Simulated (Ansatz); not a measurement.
Rows from a G0W0 calculation on Ge on the Be site in BeTe (32-atom cell) (Ansatz 0.2.0; G0W0 on LDA, plane waves, PAW; 2×2×2 mesh, 1210 empty bands, screening to 128 eV), in eV. Spin-orbit coupling is left out.

```tsv
row	k	band	start	Σx	Σc at the solution	Vxc
A	Γ	v1	8.569	-14.331	0.344	-13.945
B	Γ	v2	8.023	-16.275	1.105	-14.896
C	(0.000, 0.000, -0.500)	v1	9.015	-14.782	0.260	-14.509
D	Γ	c1	9.697	-6.210	-3.688	-10.279
E	(0.000, 0.000, -0.500)	c2	10.503	-6.515	-3.840	-10.754
F	(0.000, 0.000, -0.500)	c1	10.460	-7.444	-3.742	-11.599
```

**Question.** Give the quasiparticle energies and the shift of each level.

The quasiparticle equation reads E = start + Σx + Σc(E) − Vxc.

```tsv
row	E (eV)	shift (eV)
A	8.528	−0.042
B	7.749	−0.274
C	9.002	−0.013
D	10.078	+0.381
E	10.902	+0.399
F	10.874	+0.413
```

The gap over the computed points goes from 0.68 eV to 1.08 eV.

Limits: not at the basis limit; no spin-orbit coupling; coarse k mesh.

[Paths, hosts, dates, memory and timing lines, banners, echoed tables and standing remarks are left out of the program output.]

[Logs are printed without paths, hosts, clocks, repeated set-up lines and the standing remarks that a program may print on its own settings, such as how far it seeks lower states.]

[Runs of the session that timed out or met a known fault of the program may be left out.]

[Cells called generated may have been cut or substituted from an entry of the Crystallography Open Database or the Materials Project.]

[Hosts, paths, dates, database ids (printed as entryN), source tags and the programs' standing remarks are cut or masked in the printed files.]
